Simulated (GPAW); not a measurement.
Runs of GPAW 26.7.0 on SiC (Moissanite). Symmetry: P6_3mc, No. 186, hexagonal system. Conventional cell: a = 3.076 Å, b = 3.076 Å, c = 5.048 Å, α = 90.00°, β = 90.00°, γ = 120.00°. Si (site symmetry 3m) has 4 C at 1.87 to 1.94 Å as nearest neighbours. C (site symmetry 3m) is surrounded by 4 Si at 1.87 to 1.94 Å. 

| task | level | potentials or basis | cell | k mesh | cutoff (eV) | smearing | band path | band points | optimizer | fmax | max steps | mesh quality | gap on the mesh (eV) | pressure (GPa) | relaxed volume (Å³/atom) | largest force (eV/Å) |
| --- | --- | --- | --- | --- | --- | --- | --- | --- | --- | --- | --- | --- | --- | --- | --- | --- |
| band structure | PBE | SG15 ONCV 1.2, pw | as given | 7 × 7 × 4 | 1100 | fermi-dirac 0.05 eV | GMKGALHA,LM,KH | 60 | - | - | - | not flagged | - | 3.9 | - | 0.75 |
| relaxation of cell and atoms | rSCAN | GPAW PAW data sets (gpaw-data 1.2.1), pw | relaxed | 7 × 7 × 4 | 800 | fermi-dirac 0.05 eV | - | - | BFGS | 0.05 eV/Å | 100 | not flagged | 2.99 | -0.1 | (a) | 0.05 |
| relaxation of cell and atoms | AM05 | PAW data sets generated in the run's folder for this functional, pw | relaxed to 1 GPa | 7 × 7 × 4 | 800 | fermi-dirac 0.05 eV | - | - | BFGS | 0.01 eV/Å | 60 | not flagged | 2.45 | 1.0 | - | - |
| relaxation of cell and atoms | M06-L | GPAW PAW data sets (gpaw-data 1.2.1), pw | relaxed | 7 × 7 × 4 | 800 | fermi-dirac 0.05 eV | - | - | BFGS | 0.01 eV/Å | 100 | not flagged | 2.60 | 0.0 | (b) | - |

Alike in all rows: no spin polarisation.

Q: Estimate the missing entries.

A: (a) 10.34; (b) 10.19.

Caveats: later steps reuse the first step's grids (some runs); an odd mesh through Γ misses points on the zone boundary, where band edges often lie (some runs); the PAW data sets were made with another functional, which shifts forces and pressure a little (some runs).
